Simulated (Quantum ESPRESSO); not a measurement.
# InSe (R3m) in Quantum ESPRESSO: a series of runs

The runs below take InSe through band structure, with PBEsol, LDA.

Program: Quantum ESPRESSO 7.5. These are calculated values, not measurements. Logs are shortened: lines on timing, memory, paths and dates and some standing lists are left out, and cuts for length are marked.

**Measured values to compare with.**

“The Interaction of Hydrogen with the van der Waals Crystal γ-InSe”, 2020, pmc:7321205 reports, for a bulk crystal of InSe at 300 K: band gap 1.25 eV.

How close the calculation comes is told below.

### 1 Starting point

Symmetry: R3m, No. 160, trigonal system. The conventional cell has a = 4.000 Å, b = 4.000 Å, c = 25.320 Å, α = 90.00°, β = 90.00°, γ = 120.00°. In (site symmetry 3m) has 3 Se at 2.63 Å and 1 In at 2.82 Å as nearest neighbours. Around In (site symmetry 3m) lie 3 Se at 2.64 Å and 1 In at 2.82 Å. Se (site symmetry 3m) is surrounded by 3 In at 2.63 Å. Around Se (site symmetry 3m) lie 3 In at 2.64 Å.

### 2 Band structure, PBEsol

Input file pw.in:

```
&CONTROL
  calculation = 'scf'
  prefix = 'pwscf'
  outdir = './tmp'
  pseudo_dir = './pseudo'
  tprnfor = .true.
  tstress = .true.
  disk_io = 'low'
/
&SYSTEM
  ibrav = 0
  celldm(1) = 8
  nat = 4
  ntyp = 2
  ecutwfc = 56
  ecutrho = 448
  nbnd = 27
  occupations = 'smearing'
  smearing = 'fd'
  degauss = 0.00367493
/
&ELECTRONS
  conv_thr = 8d-10
  electron_maxstep = 120
  mixing_beta = 0.5
/
ATOMIC_SPECIES
In   114.8180 in_pbesol_v1.4.uspp.F.UPF
Se    78.9710 se_pbesol_v1.uspp.F.UPF
CELL_PARAMETERS alat
  0.4724315311564   0.2727584716917   1.9936610614802
 -0.4724315311564   0.2727584716917   1.9936610614802
  0.0000000000000  -0.5455169433835   1.9936610614802
ATOMIC_POSITIONS crystal
In     0.8886000000    0.8886000000    0.8886000000
In     0.0000000000    0.0000000000    0.0000000000
Se     0.1719000000    0.1719000000    0.1719000000
Se     0.3835000000    0.3835000000    0.3835000000
K_POINTS automatic
8 8 8 0 0 0
```

Input file bands.in:

```
&CONTROL
  calculation = 'bands'
  prefix = 'pwscf'
  outdir = './tmp'
  pseudo_dir = './pseudo'
  disk_io = 'low'
  verbosity = 'high'
/
&SYSTEM
  ibrav = 0
  celldm(1) = 8
  nat = 4
  ntyp = 2
  ecutwfc = 56
  ecutrho = 448
  nbnd = 27
  occupations = 'smearing'
  smearing = 'fd'
  degauss = 0.00367493
/
&ELECTRONS
  conv_thr = 1d-08
  electron_maxstep = 120
  mixing_beta = 0.5
  diago_full_acc = .true.
  startingwfc = 'random'
/
ATOMIC_SPECIES
In   114.8180 in_pbesol_v1.4.uspp.F.UPF
Se    78.9710 se_pbesol_v1.uspp.F.UPF
CELL_PARAMETERS alat
  0.4724315311564   0.2727584716917   1.9936610614802
 -0.4724315311564   0.2727584716917   1.9936610614802
  0.0000000000000  -0.5455169433835   1.9936610614802
ATOMIC_POSITIONS crystal
In     0.8886000000    0.8886000000    0.8886000000
In     0.0000000000    0.0000000000    0.0000000000
Se     0.1719000000    0.1719000000    0.1719000000
Se     0.3835000000    0.3835000000    0.3835000000
K_POINTS crystal
60
 0.0000000000  0.0000000000  0.0000000000 1
 0.0555555556  0.0000000000  0.0000000000 1
 0.1111111111  0.0000000000  0.0000000000 1
 0.1666666667  0.0000000000  0.0000000000 1
 0.2222222222  0.0000000000  0.0000000000 1
 0.2777777778  0.0000000000  0.0000000000 1
 0.3333333333  0.0000000000  0.0000000000 1
 0.3888888889  0.0000000000  0.0000000000 1
 0.4444444444  0.0000000000  0.0000000000 1
 0.5000000000  0.0000000000  0.0000000000 1
 0.5000000000  0.0358290345 -0.0358290345 1
 0.5000000000  0.0716580690 -0.0716580690 1
 0.5000000000  0.1074871035 -0.1074871035 1
 0.5000000000  0.1433161380 -0.1433161380 1
 0.5000000000  0.1791451724 -0.1791451724 1
 0.8208548276  0.5000000000  0.1791451724 1
 0.7887693448  0.5000000000  0.2112306552 1
 0.7566838620  0.5000000000  0.2433161380 1
 0.7245983793  0.5000000000  0.2754016207 1
 0.6925128965  0.5000000000  0.3074871035 1
 0.6604274138  0.5000000000  0.3395725862 1
 0.6283419310  0.5000000000  0.3716580690 1
 0.5962564483  0.5000000000  0.4037435517 1
 0.5641709655  0.5000000000  0.4358290345 1
 0.5320854828  0.5000000000  0.4679145172 1
 0.5000000000  0.5000000000  0.5000000000 1
 0.3333333333  0.3333333333  0.3333333333 1
 0.1666666667  0.1666666667  0.1666666667 1
 0.0000000000  0.0000000000  0.0000000000 1
 0.0308702351  0.0000000000 -0.0308702351 1
 0.0617404702  0.0000000000 -0.0617404702 1
 0.0926107053  0.0000000000 -0.0926107053 1
 0.1234809404  0.0000000000 -0.1234809404 1
 0.1543511756  0.0000000000 -0.1543511756 1
 0.1852214107  0.0000000000 -0.1852214107 1
 0.2160916458  0.0000000000 -0.2160916458 1
 0.2469618809  0.0000000000 -0.2469618809 1
 0.2778321160  0.0000000000 -0.2778321160 1
 0.3087023511  0.0000000000 -0.3087023511 1
 0.3395725862  0.0000000000 -0.3395725862 1
 0.6604274138  0.3395725862  0.0000000000 1
 0.6283419310  0.3716580690  0.0000000000 1
 0.5962564483  0.4037435517  0.0000000000 1
 0.5641709655  0.4358290345  0.0000000000 1
 0.5320854828  0.4679145172  0.0000000000 1
 0.5000000000  0.5000000000  0.0000000000 1
 0.6604274138  0.6604274138  0.1791451724 1
 0.6443846724  0.6443846724  0.2112306552 1
 0.6283419310  0.6283419310  0.2433161380 1
 0.6122991896  0.6122991896  0.2754016207 1
 0.5962564483  0.5962564483  0.3074871035 1
 0.5802137069  0.5802137069  0.3395725862 1
 0.5641709655  0.5641709655  0.3716580690 1
 0.5481282241  0.5481282241  0.4037435517 1
 0.5320854828  0.5320854828  0.4358290345 1
 0.5160427414  0.5160427414  0.4679145172 1
 0.5000000000  0.5000000000  0.5000000000 1
 0.5000000000  0.0000000000  0.0000000000 1
 0.6604274138  0.1697862931  0.1697862931 1
 0.8208548276  0.3395725862  0.3395725862 1
```

Potentials or basis: GBRV 1.5 PBEsol.

Started as:

```sh
$ OMP_NUM_THREADS=1 mpirun -n 2 pw.x -nk 2 -in pw.in > pw.out
$ OMP_NUM_THREADS=1 mpirun -n 2 pw.x -nk 2 -in bands.in > bands.out
```

pw.out:

```text
This program is part of the open-source Quantum ESPRESSO suite
     for quantum simulation of materials; please cite
[... 13 lines left out ...]
     --------------------
     sticks:   dense  smooth     PW     G-vecs:    dense   smooth      PW
     Sum        4345    2163    661               126551    44601    7633

     Using Slab Decomposition

     bravais-lattice index     =            0
     lattice parameter (alat)  =       8.0000  a.u.
     unit-cell volume          =     789.2047 (a.u.)^3
     number of atoms/cell      =            4
     number of atomic types    =            2
     number of electrons       =        38.00
     number of Kohn-Sham states=           27
     kinetic-energy cutoff     =      56.0000  Ry
     charge density cutoff     =     448.0000  Ry
     scf convergence threshold =      8.0E-10
     mixing beta               =       0.5000
     number of iterations used =            8  plain     mixing
     Exchange-correlation= SLA  PW   PSX  PSC
                           (   1   4  10   8   0   0   0)

     celldm(1)=   8.000000  celldm(2)=   0.000000  celldm(3)=   0.000000
     celldm(4)=   0.000000  celldm(5)=   0.000000  celldm(6)=   0.000000

     crystal axes: (cart. coord. in units of alat)
               a(1) = (   0.472432   0.272758   1.993661 )
               a(2) = (  -0.472432   0.272758   1.993661 )
               a(3) = (   0.000000  -0.545517   1.993661 )

     reciprocal axes: (cart. coord. in units 2 pi/alat)
               b(1) = (  1.058354  0.611041  0.167197 )
               b(2) = ( -1.058354  0.611041  0.167197 )
               b(3) = (  0.000000 -1.222082  0.167197 )

     PseudoPot. # 1 for In read from file:
     in_pbesol_v1.4.uspp.F.UPF
     Pseudo is Ultrasoft + core correction, Zval = 13.0
     Generated by new atomic code, or converted to UPF format
     Using radial grid of  889 points,  6 beta functions with:
                l(1) =   0
                l(2) =   0
                l(3) =   1
                l(4) =   1
                l(5) =   2
                l(6) =   2
     Q(r) pseudized with  6 coefficients,  rinner =    1.400   1.400   1.400
                                                       1.400   1.400

     PseudoPot. # 2 for Se read from file:
     se_pbesol_v1.uspp.F.UPF
     Pseudo is Ultrasoft + core correction, Zval =  6.0
     Generated by new atomic code, or converted to UPF format
     Using radial grid of  877 points,  6 beta functions with:
                l(1) =   0
                l(2) =   0
                l(3) =   1
                l(4) =   1
                l(5) =   2
                l(6) =   2
     Q(r) pseudized with  8 coefficients,  rinner =    1.300   1.300   1.300
                                                       1.300   1.300

     atomic species   valence    mass     pseudopotential
     In               13.00   114.81800     In( 1.00)
     Se                6.00    78.97100     Se( 1.00)

      6 Sym. Ops. (no inversion) found

   Cartesian axes

     site n.     atom                  positions (alat units)
         1        In     tau(   1) = (   0.0000000  -0.0000000   5.3147017  )
         2        In     tau(   2) = (   0.0000000   0.0000000   0.0000000  )
         3        Se     tau(   3) = (  -0.0000000  -0.0000000   1.0281310  )
         4        Se     tau(   4) = (  -0.0000000  -0.0000000   2.2937071  )

     number of k points=    65  Fermi-Dirac smearing, width (Ry)=  0.0037
                       cart. coord. in units 2pi/alat
        k(    1) = (   0.0000000   0.0000000   0.0000000), wk =   0.0039062
        k(    2) = (   0.0000000  -0.1527603   0.0208996), wk =   0.0234375
        k(    3) = (   0.0000000  -0.3055206   0.0417991), wk =   0.0234375
        k(    4) = (   0.0000000  -0.4582809   0.0626987), wk =   0.0234375
        k(    5) = (   0.0000000   0.6110412  -0.0835983), wk =   0.0117188
        k(    6) = (  -0.1322943  -0.0763802   0.0417991), wk =   0.0234375
[... 57 lines left out ...]
        k(   64) = (   0.9260601   0.3819008  -0.0835983), wk =   0.0234375
        k(   65) = (   0.0000000   0.0000000  -0.2507949), wk =   0.0039062

     Dense  grid:   126551 G-vectors     FFT dimensions: ( 120, 120, 120)

     Smooth grid:    44601 G-vectors     FFT dimensions: (  80,  80,  80)

     Initial potential from superposition of free atoms

     starting charge      34.9999, renormalised to      38.0000
     Starting wfcs are   26 randomized atomic wfcs +    1 random wfcs

     Self-consistent Calculation

     iteration #  1     ecut=    56.00 Ry     beta= 0.50
     Davidson diagonalization with overlap
     ethr =  1.00E-02,  avg # of iterations =  5.6

     total energy              =    -351.80194495 Ry
     estimated scf accuracy    <       4.18995838 Ry

     iteration #  2     ecut=    56.00 Ry     beta= 0.50
     Davidson diagonalization with overlap
     ethr =  1.00E-02,  avg # of iterations =  2.0
[... 57 lines left out ...]
     total energy              =    -353.12512255 Ry
     estimated scf accuracy    <          2.1E-09 Ry

     iteration # 11     ecut=    56.00 Ry     beta= 0.50
     Davidson diagonalization with overlap
     ethr =  5.64E-12,  avg # of iterations =  3.3

     End of self-consistent calculation

          k = 0.0000 0.0000 0.0000 (  5551 PWs)   bands (ev):

    -8.5506  -8.3768  -8.3768  -8.3028  -8.3028  -8.2794  -8.2794  -8.1214
    -8.1136  -8.1136  -7.4158  -7.0060  -0.1629   2.7018   4.6225   4.8665
     4.8665   4.9589   4.9589   7.7895   8.1605  10.5245  10.5245  11.2781
    11.6020  11.6020  13.5801

          k = 0.0000-0.1528 0.0209 (  5575 PWs)   bands (ev):

    -8.5582  -8.4357  -8.3771  -8.3732  -8.2915  -8.2838  -8.2723  -8.1504
    -8.1148  -8.0561  -7.2329  -6.8561  -0.0495   2.4262   3.8482   4.4729
     4.6666   4.7915   5.0455   8.1451   8.8565   9.8077  10.6801  10.9248
    11.6281  11.9525  13.2201
[... 274 lines left out ...]
          k = 0.6615 0.0764-0.1045 (  5621 PWs)   bands (ev):

    -8.7249  -8.6441  -8.4768  -8.3903  -8.2841  -8.2403  -8.2365  -8.1592
    -8.1366  -7.9527  -5.9180  -5.8687  -0.1168   0.5656   2.2350   2.6624
     3.5386   3.9195   4.4537   7.8907   8.4222   9.6350  10.5549  11.4153
    12.1934  13.1902  13.8118

          k = 0.6615-0.0764-0.0836 (  5618 PWs)   bands (ev):

    -8.7279  -8.6409  -8.4771  -8.3901  -8.2841  -8.2403  -8.2366  -8.1586
    -8.1370  -7.9526  -5.9487  -5.8377  -0.1285   0.5996   2.3415   2.5269
     3.3044   4.0428   4.5875   8.1507   8.4264   9.3246  10.4685  11.4550
    12.1569  13.0450  14.1316

          k = 0.5292 0.3055-0.1045 (  5592 PWs)   bands (ev):

    -8.7236  -8.6384  -8.4787  -8.3696  -8.3084  -8.2266  -8.2121  -8.1822
    -8.1189  -7.9550  -6.0632  -5.9969  -0.2494   0.3713   2.8588   3.5873
     3.6720   4.0913   4.5910   7.3927   7.9584   9.4248   9.8024  10.5897
    12.9342  13.2188  13.8199
[... 141 lines left out ...]
          k = 0.0000 0.0000-0.2508 (  5570 PWs)   bands (ev):

    -8.5502  -8.3770  -8.3770  -8.3027  -8.3027  -8.2795  -8.2795  -8.1330
    -8.1134  -8.1134  -7.2632  -7.1638   0.1888   1.8029   4.7967   4.7967
     5.0353   5.0353   6.1731   6.4966   8.2213  10.4399  10.4399  11.7287
    11.7287  11.7691  14.0478

     the Fermi energy is     6.3478 ev

!    total energy              =    -353.12512255 Ry
     estimated scf accuracy    <          1.7E-10 Ry
     smearing contrib. (-TS)   =      -0.00000672 Ry
     internal energy E=F+TS    =    -353.12511583 Ry

     The total energy is F=E-TS. E is the sum of the following terms:
     one-electron contribution =    -138.31369157 Ry
     hartree contribution      =      93.56563731 Ry
     xc contribution           =    -133.59874531 Ry
     ewald contribution        =    -174.77831626 Ry

     convergence has been achieved in  11 iterations

     Forces acting on atoms (cartesian axes, Ry/au):

     atom    1 type  1   force =    -0.00000000   -0.00000000    0.01185787
     atom    2 type  1   force =     0.00000000   -0.00000000   -0.01116239
     atom    3 type  2   force =     0.00000000    0.00000000   -0.00335928
     atom    4 type  2   force =    -0.00000000   -0.00000000    0.00266380

     Total force =     0.016840     Total SCF correction =     0.000105

     Computing stress (Cartesian axis) and pressure

          total   stress  (Ry/bohr**3)                   (kbar)     P=        0.16
   0.00002323   0.00000000   0.00000000            3.42        0.00        0.00
   0.00000000   0.00002323   0.00000000            0.00        3.42        0.00
  -0.00000000   0.00000000  -0.00004329           -0.00        0.00       -6.37

=------------------------------------------------------------------------------=
   JOB DONE.
=------------------------------------------------------------------------------=
```

It took 15 min on 2 MPI ranks of Arm Neoverse V1, shared host; peak memory 1 GiB.

What came out:

```yaml
Free_energy: -4804.5121 eV
Pressure: 0.0 GPa
Largest_force: 0.305 eV/Å
Band_gap_on_the_k_mesh: 0.32 eV, direct
Band_gap_along_the_path: 0.32 eV, direct
```

Forces in eV/Å, atoms in the order of the input:
```
In   0.000  0.000  0.305
In   0.000  0.000 -0.287
Se   0.000  0.000 -0.086
Se   0.000  0.000  0.068
```

Stress tensor (GPa, compression positive):
```
 0.34  0.00  0.00
 0.00  0.34  0.00
 0.00  0.00 -0.64
```

Levels at the corners of the path, in eV from the valence-band top:
```tsv
point	band 15	band 16	band 17	band 18	band 19	band 20	band 21	band 22	band 23	band 24
Γ	-1.55	-1.31	-1.31	-1.21	-1.21	1.62	1.99	4.35	4.35	5.11
L	-3.49	-2.40	-2.35	-2.25	-1.69	1.13	1.90	3.56	3.91	4.78
B1	-4.04	-3.70	-2.55	-2.26	-1.76	1.68	2.40	3.32	4.33	5.65
B	-4.04	-3.70	-2.55	-2.26	-1.76	1.68	2.40	3.32	4.33	5.65
Z	-1.38	-1.38	-1.14	-1.14	0.00	0.32	2.05	4.27	4.27	5.56
Γ	-1.55	-1.31	-1.31	-1.21	-1.21	1.62	1.99	4.35	4.35	5.11
X	-4.04	-3.72	-2.58	-2.24	-1.73	1.73	2.30	3.35	4.30	5.67
Q	-4.04	-3.72	-2.58	-2.24	-1.73	1.73	2.30	3.35	4.30	5.67
F	-3.25	-2.68	-2.52	-2.06	-1.52	1.11	1.91	3.21	3.53	4.37
P1	-3.29	-2.60	-2.49	-2.09	-1.65	1.33	1.74	3.28	3.70	4.45
Z	-1.38	-1.38	-1.14	-1.14	0.00	0.32	2.05	4.27	4.27	5.56
L	-3.49	-2.40	-2.35	-2.25	-1.69	1.13	1.90	3.56	3.91	4.78
P	-3.29	-2.60	-2.49	-2.09	-1.65	1.33	1.74	3.28	3.70	4.45
```

Caveat: spin-orbit coupling is left out, which moves the levels of the heavy elements.

### 3 Band structure, LDA

Changes to pw.in since step 2:

```diff
@@ -27,4 +27,4 @@
 ATOMIC_SPECIES
-In   114.8180 in_pbesol_v1.4.uspp.F.UPF
-Se    78.9710 se_pbesol_v1.uspp.F.UPF
+In   114.8180 in_lda_v1.4.uspp.F.UPF
+Se    78.9710 se_lda_v1.uspp.F.UPF
 CELL_PARAMETERS alat
```

Changes to bands.in since step 2:

```diff
@@ -28,4 +28,4 @@
 ATOMIC_SPECIES
-In   114.8180 in_pbesol_v1.4.uspp.F.UPF
-Se    78.9710 se_pbesol_v1.uspp.F.UPF
+In   114.8180 in_lda_v1.4.uspp.F.UPF
+Se    78.9710 se_lda_v1.uspp.F.UPF
 CELL_PARAMETERS alat
```

Potentials or basis: GBRV 1.5 LDA.

Started as:

```sh
$ OMP_NUM_THREADS=1 mpirun -n 2 pw.x -nk 2 -in pw.in > pw.out
$ OMP_NUM_THREADS=1 mpirun -n 2 pw.x -nk 2 -in bands.in > bands.out
```

Run time: 16 min. Hardware: 2 MPI ranks of Arm Neoverse V1, shared host; peak memory 0.92 GiB.

Results (log left out):

* Free energy: -4799.3315 eV
* Pressure: -1.6 GPa
* Largest force: 0.247 eV/Å
* Band gap on the k mesh: 0.20 eV, direct
* Band gap along the path: 0.20 eV, direct

Forces on the atoms (eV/Å):
```
In   0.000  0.000  0.247
In   0.000  0.000 -0.230
Se   0.000  0.000  0.056
Se   0.000  0.000 -0.073
```

Stress tensor (GPa, compression positive):
```
-1.22  0.00  0.00
 0.00 -1.22  0.00
 0.00  0.00 -2.44
```

Levels at the corners of the path, in eV from the valence-band top:
```tsv
point	band 16	band 17	band 18	band 19	band 20	band 21	band 22	band 23
Γ	-1.30	-1.30	-1.21	-1.21	1.54	1.90	4.30	4.30
L	-2.41	-2.35	-2.25	-1.70	1.09	1.83	3.52	3.89
B1	-3.70	-2.54	-2.26	-1.78	1.66	2.31	3.30	4.30
B	-3.70	-2.54	-2.26	-1.78	1.66	2.31	3.30	4.30
Z	-1.37	-1.13	-1.13	0.00	0.20	1.97	4.22	4.22
Γ	-1.30	-1.30	-1.21	-1.21	1.54	1.90	4.30	4.30
X	-3.72	-2.58	-2.24	-1.75	1.72	2.22	3.33	4.26
Q	-3.72	-2.58	-2.24	-1.75	1.72	2.22	3.33	4.26
F	-2.68	-2.51	-2.06	-1.53	1.02	1.88	3.17	3.52
P1	-2.61	-2.48	-2.09	-1.67	1.25	1.71	3.25	3.68
Z	-1.37	-1.13	-1.13	0.00	0.20	1.97	4.22	4.22
L	-2.41	-2.35	-2.25	-1.70	1.09	1.83	3.52	3.89
P	-2.61	-2.48	-2.09	-1.67	1.25	1.71	3.25	3.68
```

Caveat: spin-orbit coupling is left out, which moves the levels of the heavy elements.

### 4 Against experiment

Step 2. Measured gap of InSe: 1.25 eV (300 K; “The Interaction of Hydrogen with the van der Waals Crystal γ-InSe”, 2020, pmc:7321205). This calculation gives 0.32 eV (-0.93 eV). Spin-orbit coupling on In, Se is left out. The value is that of PBEsol, without temperature or zero-point motion. Semilocal functionals fall short of measured gaps as a rule.

Step 3. Against the measured gap of InSe, 1.25 eV (300 K; “The Interaction of Hydrogen with the van der Waals Crystal γ-InSe”, 2020, pmc:7321205), the calculated 0.20 eV is off by -1.05 eV. So large a miss can be the level of theory's own, or it may mean another phase, state or a wrong row. Spin-orbit coupling on In, Se is left out. The value is that of LDA, without temperature or zero-point motion. Semilocal functionals fall short of measured gaps as a rule.
